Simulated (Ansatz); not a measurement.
HfH2: strain energy, fitted

HfH2, I4/mmm, a = 3.464 Å, c = 4.238 Å. The structure is a COD entry; whether it is the stable form wasn't checked. Ansatz: PBEsol, PAW, 420 eV, Γ-centred 10×10×8 mesh on 6 atoms, Gaussian smearing 0.10 eV; no spin polarisation. Series: biaxial strain in the a-b plane, c and atoms relaxed; x is the strain in per cent. y is the free energy over the unstrained cell, V0 = 8.476 Å³/atom.

```tsv
x (%)	y (meV/atom)
-3.0	8.83
-2.0	4.93
-1.0	1.55
0.0	0.00
1.0	0.88
2.0	4.13
3.0	?
```

Fit y = c2 x² + c3 x³ to the other rows, turn c2 into a modulus, and predict the missing energy.

Least squares on the rows shown. y = 1.053 x² + 0.01202 x³. In eV per unit strain² c2 is 10.53; M is the biaxial modulus (E = M V0 ε²): 10.53 × 160.2 / (8.476) = 199 GPa. With a term in x⁴ added, the coefficient of x² becomes 1.362, 29 % more, which shows how far this figure hangs on the form. At x = 3.0 the fit asked for gives 9.80 meV/atom. The run gave 9.78 meV/atom, so the fit is 0.02 meV/atom too high, within the rms miss on the fitted rows (0.47 meV/atom): the form describes this series only roughly.

Spin–orbit coupling is left out, which can shift energies with elements as heavy as these.